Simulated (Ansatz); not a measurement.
NaF: response to strain

Base system: NaF in the rock salt structure (space group Fm-3m, No. 225; a = 4.629 Å). Axes: x, y, z lie along the cube axes.

Strains are applied to the cell and any free atomic positions relax; under biaxial strain the out-of-plane vector relaxes too.

Calculations: DFT with PBEsol, PAW potentials and a 420 eV plane-wave cutoff in Ansatz (a first-principles code), without spin-orbit coupling.

Notes on the quantities. in-plane stress: mean in-plane stress (compression positive).

| case | ratio −ε⊥/ε∥ | in-plane stress |
|---|---|---|
| biaxial strain −2.50 %, plane normal [001], relaxed out of plane | 0.47 | +3.4 GPa |
| biaxial strain −2.00 %, plane normal [001], relaxed out of plane | 0.46 | +2.6 GPa |
| biaxial strain −1.50 %, plane normal [001], relaxed out of plane | 0.46 | +1.9 GPa |
| biaxial strain −1.00 %, plane normal [001], relaxed out of plane | 0.45 | +1.2 GPa |
| biaxial strain −0.50 %, plane normal [001], relaxed out of plane | – | +0.6 GPa |
| biaxial strain +0.50 %, plane normal [001], relaxed out of plane | – | -0.5 GPa |
| biaxial strain +1.50 %, plane normal [001], relaxed out of plane | 0.43 | -1.5 GPa |
| biaxial strain +2.50 %, plane normal [001], relaxed out of plane | 0.42 | -2.4 GPa |
| biaxial strain +3.00 %, plane normal [001], relaxed out of plane | 0.41 | -2.8 GPa |

Whether these cells are dynamically stable was not tested.
